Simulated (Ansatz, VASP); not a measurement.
Two plane-wave programs on KF (Carobbiite)

The input INCAR:

```
SYSTEM = KF
PREC = Accurate ; ENCUT = 520
EDIFF = 1E-7 ; ISMEAR = -1
SIGMA = 0.05 ; LREAL = .False.
LASPH = .True. ; NELM = 80
ALGO = Normal ; ISIF = 2
LWAVE = .False. ; LCHARG = .False.
GGA = PS ; NBANDS = 15
```

File KPOINTS:

```
regular mesh
0
Gamma
  9 9 9
  0 0 0
```

File POSCAR:

```
KF
1.0
    0.0000000000      2.6539175805      2.6539175805
    2.6539175805      0.0000000000      2.6539175805
    2.6539175805      2.6539175805      0.0000000000
K F
1 1
Direct
    0.0000000000      0.0000000000      0.0000000000
    0.5000000000      0.5000000000      0.5000000000
```

input.yaml

```yaml
crystal:
  lattice:
    - [0.0, 2.6539175805, 2.6539175805]
    - [2.6539175805, 0.0, 2.6539175805]
    - [2.6539175805, 2.6539175805, 0.0]
  atoms:
    - { symbol: K, position: [0.0, 0.0, 0.0] }
    - { symbol: F, position: [0.5, 0.5, 0.5] }
hamiltonian:
  xc: pbesol
  pseudopotentials: { kind: paw }
kpoints:
  mp_grid: { grid: [9, 9, 9] }
scf:
  occupations: { method: fermi_dirac, width: 0.05 }
output:
  forces: true
  stress: true
  eigenvalues: true
```

Change from the starting cell: volume scaled by 0.98.

Alike in both runs: task single point; functional PBEsol; k mesh 9 × 9 × 9; occupations fermi-dirac, width 0.05 eV; no spin polarisation.

|  | VASP | Ansatz |
| --- | --- | --- |
| version | VASP 6.6.1 | Ansatz 0.2.0 |
| potentials or method | VASP PAW PBE potentials, release 64 (K_sv, F) | Ansatz PAW |
| plane-wave cutoff (eV) | 520 | 420 |
| valence electrons in the cell | 16 | 16 |

Ansatz gave:

```
gap on the k mesh at the Fermi level (eV) : 6.15
least direct gap on the mesh (eV)         : 6.15
pressure (GPa)                            : 0.0
```

Which values does VASP return?

gap on the k mesh at the Fermi level (eV): 6.13; least direct gap on the mesh (eV): 6.13; pressure (GPa): 0.0.

The functional is the same, so the differences come from potentials, cutoffs and numerics.

Caveats: the PAW data sets were made with another functional, which shifts forces and pressure a little (VASP); an odd mesh through Γ misses points on the zone boundary, where band edges often lie (VASP); odd divisions of the mesh miss points on the zone boundary, where band edges often lie, so the gap on the mesh can be too wide (Ansatz); the pressure holds a Pulay correction of +0.3 GPa for the finite cutoff (Ansatz); the PAW data sets come from PBE, with cores solved anew for the run's functional, which leaves a small shift of forces and pressure (Ansatz).
